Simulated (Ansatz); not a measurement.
# SnO2: stress in a strained cell, part 2 of 2

Aim: deform SnO2 (equal xx and yy strain of -1 %) and compute stress, forces and field gradients with LAPW, PAW and all-electron datasets made for the crystal.

Ansatz 0.2.0; DFT LDA; a database cell (COD). «Crystal datasets» are all-electron PAW datasets made for this crystal.

### Step 5. All-electron PAW on datasets made for the crystal

File input.yaml:

```yaml
crystal:
  lattice:
    - [4.6899765, 0.0, 0.0]
    - [0.0, 4.6899765, 0.0]
    - [0.0, 0.0, 3.1864]
  atoms:
    - { symbol: Sn, position: [0.0, 0.0, 0.0] }
    - { symbol: Sn, position: [0.5, 0.5, 0.5] }
    - { symbol: O, position: [0.30562, 0.30562, 0.0] }
    - { symbol: O, position: [0.19438, 0.80562, 0.5] }
    - { symbol: O, position: [0.69438, 0.69438, 0.0] }
    - { symbol: O, position: [0.80562, 0.19438, 0.5] }
kpoints:
  mp_grid: { grid: [4, 4, 6] }
scf:
  occupations: { method: fermi_dirac, width: 0.03 }
hamiltonian:
  xc: lda
  pseudopotentials: { kind: all_electron, datasets: crystal }
output:
  forces: true
  stress: true
  eigenvalues: true
  efg: { contact_densities: true }
```

Launch:

```sh
$ ansatz run input.yaml --threads 2 --pin off --max-ram 8192MiB --backend cpu --events-out ev --progress --plain --runs-dir out
```

The log of the run:

```text
hamiltonian.pseudopotentials.datasets: crystal makes datasets for this crystal and solves the spheres of its atoms anew in each pass: cutoff 460.0 eV, the density's 1840.0 eV; for an error of 0.50 meV an atom under PBE, 3.0 meV for the cell; an energy difference from a run of another recipe may be off by several times the error for the cell, under r2SCAN by more, where some 0.1 meV an atom stays at smaller errors; O in spheres of 0.905 Å, 6 of its electrons in bands; Sn in spheres of 1.117 Å, 14 of its electrons in bands, 8 on its site; only band paths and densities of states list, in semicore columns, the levels of the semicore shells that are solved separately: 4s of Sn, 4p of Sn
Sn: output.efg is read without spin–orbit coupling, which moves field gradients at and beside such atoms by some per cent and up to a factor of two; PAW files take it under magnetization.noncollinear and magnetization.spin_orbit
Engine: ansatz 0.2.0
Pseudopotentials: kind: all_electron
Pseudopotential: Sn, paw, valence charge 22, recommended cutoff 460 eV (normal), Koelling and Harmon's equation, gaussian nucleus
Pseudopotential: O, paw, valence charge 6, recommended cutoff 460 eV (normal), Koelling and Harmon's equation, gaussian nucleus
Functional definition: SPW92
  exchange = slater_x
  correlation = pw_c
Crystal: 6 atoms, lattice volume = 70.088 Å³
Basis set: ecut = 460 eV, 1591 PW (Γ)
Bands: 32, of which v1, the nominal top of the filled ones, is band 26 counted from 1 (25 counted from 0)
Symmetry: 16 space group operations
Space group: P42/mnm (ITA 136), of the structure as read, at distance tolerance 4.1e-5 Å
k-points: 24 of 96
Non-local potential: Sn, projectors of the file, l = 0: 1, l = 1: 1, l = 2: 2
Non-local potential: O, projectors of the file, l = 0: 1, l = 1: 2
PAW form: soft (Blöchl's): semilocal exchange-correlation on the pseudo side does not see the compensation charge
PAW one-centre angular grid: Sn, 590 points (default); XC on its mesh's 1795 points in the sphere
PAW one-centre angular grid: O, 110 points (default); XC on its mesh's 1911 points in the sphere
Initial density: superposition of atomic densities (neutral atoms: chi_scale 0, normalization atom)
Initial wavefunctions: pseudopotential atomic-orbital guess
Functional: x = slater, c = lda
iter 1 solved again at ethr=3.55e-2 eV; its pass at ethr=1.00e-1 eV (dr2=1.85e1 eV) is discarded
SCF iter   1: F=—  HF=-344040.724601 eV  |F-HF|=—  |Δ(HF+E_count)|=         —  Δρ=1.67e-1  dr2=1.87e1  ethr=3.55e-2  ⟨swp⟩=2.1  Hψ=3709  notcnv=0
preconditioner: auto → Resta (q_TF=auto, 2.596 Å⁻¹)  ε∞=3.7  [insulator: Δε(μ)=3.533 eV  Ē_g=19.557 eV  σ=0.030 eV  W_gap=1.00  n_scr=18 (ndim 8)  ℏωp=32.0 eV  f_vac=0.000  D(μ)=0.00/eV (n_scr^D=0)  ε∞_Penn≈3.7]
iter 2 solved again at ethr=1.38e-3 eV; its pass at ethr=3.55e-2 eV (dr2=7.18e-1 eV) is discarded
SCF iter   2: F=—  HF=-344035.420675 eV  |F-HF|=—  |Δ(HF+E_count)|=    5.30e0  Δρ=4.87e-2  dr2=7.17e-1  ethr=1.38e-3  ⟨swp⟩=2.8  Hψ=3500  notcnv=0  defer=5
SCF iter   3: F=—  HF=-344035.194782 eV  |F-HF|=—  |Δ(HF+E_count)|=   2.26e-1  Δρ=2.52e-2  dr2=2.42e-1  ethr=1.38e-3  ⟨swp⟩=2.1  Hψ=1538  notcnv=0  defer=2
SCF iter   4: F=—  HF=-344035.117056 eV  |F-HF|=—  |Δ(HF+E_count)|=   7.77e-2  Δρ=3.20e-3  dr2=3.25e-3  ethr=4.66e-4  ⟨swp⟩=3.7  Hψ=1890  notcnv=0  defer=6
SCF iter   5: F=—  HF=-344035.119652 eV  |F-HF|=—  |Δ(HF+E_count)|=   2.60e-3  Δρ=8.42e-4  dr2=2.56e-4  ethr=6.25e-6  ⟨swp⟩=3.2  Hψ=2206  notcnv=0  defer=6
SCF iter   6: F=—  HF=-344035.119459 eV  |F-HF|=—  |Δ(HF+E_count)|=   1.93e-4  Δρ=1.84e-4  dr2=1.48e-5  ethr=4.93e-7  ⟨swp⟩=3.2  Hψ=2048  notcnv=0  defer=4
SCF iter   7: F=—  HF=-344035.119453 eV  |F-HF|=—  |Δ(HF+E_count)|=   6.03e-6  Δρ=6.03e-5  dr2=2.00e-6  ethr=2.86e-8  ⟨swp⟩=3.1  Hψ=1654  notcnv=0  defer=3
SCF iter   8: F=-344035.119453 eV  HF=-344035.119453 eV  |F-HF|=2.21e-8  |Δ(HF+E_count)|=   7.25e-8  Δρ=9.76e-6  dr2=6.14e-8  ethr=3.85e-9  ⟨swp⟩=3.1  Hψ=1663  notcnv=0  defer=2
SCF 1 converged in 8 iterations: F = -344035.119454 eV  dr2 = 6.14e-8
  Residual-converged pass: ⟨swp⟩=3.1  Hψ=1872  notcnv=0  max |occ|·‖R‖ = 6.6e-6 eV (tolerance 6.7e-6 eV)  dr2=6.37e-8  dr2_onsite=1.65e-8  max |Δocc| = 1.1e-15
SCF converged after 8 iterations
Free energy (F): -344035.119454 eV
Harris-Foulkes:  -344035.119454 eV  (|F-HF|=2.21e-8)
Internal energy: -344035.119454 eV  (E = F + TS)
E sigma→0 (E₀):  -344035.119454 eV
Past the cutoff: the bands carry plane waves up to 1.75 times it, of which those up to 1.5 times it add -0.000097 eV an atom, each by itself; the spheres take 0.000242 eV an atom off the energy for waves past 1.75 times it
By the cutoff:   a pressure is off by up to 0.008 GPa (1.2 times the spheres' own share and the shells' term, over an atom's volume, and 0.004 GPa: a bound that held against runs at twice the plane waves)
Past the cutoffs: a stress includes 0.0033 GPa for waves and charges beyond them, in addition to the slope of what the spheres take
In the spheres:  the bands' charges fall short by 8.9e-7 e at most (sound up to 1e-3), those of shells solved beside the bands by 2.4e-7 e (sound up to 5e-4)
Fermi energy:    12.481879 eV
--- Per-component energies (eV) ---
  The terms above E_closure are by the made datasets' own strengths, without shells solved beside the bands.
--- Forces (eV/Å), atoms counted from 1 ---
  atom   1  Sn     0.00000000     0.00000000     0.00000000
  atom   2  Sn     0.00000000    -0.00000000     0.00000000
  atom   3  O      0.03475300     0.03475300     0.00000000
  atom   4  O     -0.03475300     0.03475300     0.00000000
  atom   5  O     -0.03475300    -0.03475300     0.00000000
  atom   6  O      0.03475300    -0.03475300     0.00000000
  max |Σ_I F_I| component: 1.39e-17 eV/Å
--- Stress (GPa, compression-positive) ---
        3.342625       0.000000       0.000000
        0.000000       3.342625       0.000000
        0.000000       0.000000       2.758609
  P = ⅓ Tr σ = 3.1480 GPa (31.480 kbar)
  It holds what live shells' own plane waves past their cutoff add
--- PAW observables at the nuclei: V_zz in 10²¹ V/m², potentials from the cell's mean, atoms counted from 1 ---
  atom   1  Sn V_zz =    +6.849200   η = 0.1702   by run symmetry: allowed
            electrostatic potential = -8170.271260 V   contact ρ = 1231191.621584 e/Å³
  atom   2  Sn V_zz =    +6.849200   η = 0.1702   by run symmetry: allowed
            electrostatic potential = -8170.271260 V   contact ρ = 1231191.621584 e/Å³
  atom   3  O  V_zz =   -10.113924   η = 0.1114   by run symmetry: allowed
            electrostatic potential = -625.111714 V   contact ρ = 2125.142808 e/Å³
  atom   4  O  V_zz =   -10.113924   η = 0.1114   by run symmetry: allowed
            electrostatic potential = -625.111714 V   contact ρ = 2125.142808 e/Å³
  atom   5  O  V_zz =   -10.113924   η = 0.1114   by run symmetry: allowed
            electrostatic potential = -625.111714 V   contact ρ = 2125.142808 e/Å³
  atom   6  O  V_zz =   -10.113924   η = 0.1114   by run symmetry: allowed
            electrostatic potential = -625.111714 V   contact ρ = 2125.142808 e/Å³
--- Band table (eV; the first three rows and the last of 24) ---
  k-point 0: bands = ["-9.2423", "-8.4162", "-8.1204", "-8.1077", "-8.1077", "-8.0446", "-7.9563", "-7.8532", "-7.8379", "-7.8379", "-7.0485", "-5.0549", "-5.0549", "-3.0882", "3.4833", "7.6124", "7.6124", "7.6706", "8.5490", "9.7417", "9.9356", "10.5496", "10.5496", "11.0137", "11.0137", "11.8226", "13.1411", "17.8720", "17.9520"]
  k-point 1: bands = ["-9.1119", "-8.3573", "-8.3573", "-8.2645", "-8.0668", "-8.0627", "-7.9440", "-7.8742", "-7.8742", "-7.8548", "-6.8865", "-4.6319", "-4.6319", "-3.3166", "3.4421", "7.5075", "7.8666", "7.8666", "8.1890", "8.7355", "9.6099", "9.6099", "9.6916", "11.0328", "11.0328", "11.5733", "14.6138", "18.4001", "19.0542"]
  k-point 2: bands = ["-8.8028", "-8.7533", "-8.7533", "-8.2560", "-7.9398", "-7.9317", "-7.9317", "-7.9156", "-7.9145", "-7.8631", "-6.2716", "-4.0506", "-3.8691", "-3.8691", "3.5756", "6.0378", "7.4950", "7.9948", "7.9948", "8.7116", "8.7116", "8.8818", "9.2685", "10.7911", "10.7911", "10.9095", "16.6487", "18.7494", "20.5211"]
  k-point 23: bands = ["-8.9345", "-8.9345", "-8.4990", "-8.4990", "-7.9623", "-7.9623", "-7.8752", "-7.8752", "-7.8370", "-7.8370", "-4.9623", "-4.9623", "-3.5973", "-3.5973", "3.5568", "3.5568", "6.6007", "6.6007", "9.1821", "9.1821", "9.4356", "9.4356", "10.8346", "10.8346", "10.9688", "10.9688", "16.6634", "16.6634", "20.5745"]
```

It took 5.8 s on 2 threads of Intel Xeon 6975P-C (Granite Rapids), shared host; peak memory 0.82 GiB.

Result: pressure 3.15 GPa; gap on the k mesh 1.32 eV; largest force 0.049 eV/Å; Vzz Sn1 6.85 (η = 0.17), O3 -10.11 (η = 0.11) (10²¹ V/m²).

### Step 6. Side by side

Stress (GPa, compression positive):

| method | xx | yy | zz | yz | xz | xy |
| --- | --- | --- | --- | --- | --- | --- |
| LAPW | 3.34 | 3.34 | 2.76 | 0.00 | 0.00 | 0.00 |
| PAW | 3.24 | 3.24 | 2.64 | 0.00 | 0.00 | 0.00 |
| crystal datasets | 3.34 | 3.34 | 2.76 | 0.00 | 0.00 | 0.00 |

Forces (eV/Å):

| atom | LAPW x | LAPW y | LAPW z | PAW x | PAW y | PAW z | crystal datasets x | crystal datasets y | crystal datasets z |
| --- | --- | --- | --- | --- | --- | --- | --- | --- | --- |
| Sn1 | 0.000 | 0.000 | 0.000 | 0.000 | 0.000 | 0.000 | 0.000 | 0.000 | 0.000 |
| Sn2 | 0.000 | 0.000 | 0.000 | 0.000 | 0.000 | 0.000 | 0.000 | 0.000 | 0.000 |
| O3 | 0.035 | 0.035 | 0.000 | 0.033 | 0.033 | 0.000 | 0.035 | 0.035 | 0.000 |
| O4 | -0.035 | 0.035 | 0.000 | -0.033 | 0.033 | 0.000 | -0.035 | 0.035 | 0.000 |
| O5 | -0.035 | -0.035 | 0.000 | -0.033 | -0.033 | 0.000 | -0.035 | -0.035 | 0.000 |
| O6 | 0.035 | -0.035 | 0.000 | 0.033 | -0.033 | 0.000 | 0.035 | -0.035 | 0.000 |

| method | pressure (GPa) | gap on the k mesh (eV) | largest force (eV/Å) | Vzz Sn1 (10²¹ V/m²) | Vzz O3 (10²¹ V/m²) | SCF cycles, all passes |
| --- | --- | --- | --- | --- | --- | --- |
| LAPW | 3.15 | 1.32 | 0.049 | – | – | 8 |
| PAW | 3.04 | 1.31 | 0.047 | 6.73 | -10.28 | 6 |
| crystal datasets | 3.15 | 1.32 | 0.049 | 6.85 | -10.11 | 8 |

### Step 7. What came out

The summary covers parts 1 to 2.

| quantity | value |
| --- | --- |
| pressure | LAPW 3.15, PAW 3.04, crystal datasets 3.15 GPa |
| largest shear or deviatoric stress (LAPW) | 0.39 GPa |

The largest part of the stress beyond the pressure is 0.39 GPa in size, in the zz component; the atoms are carried along and not relaxed. No run of the undeformed cell stands beside it, so the pressure holds what the given cell had before the change. PAW: stress within 0.12 GPa of LAPW, forces within 2 meV/Å. Crystal datasets: stress within 0.01 GPa of LAPW, forces within 1 meV/Å.
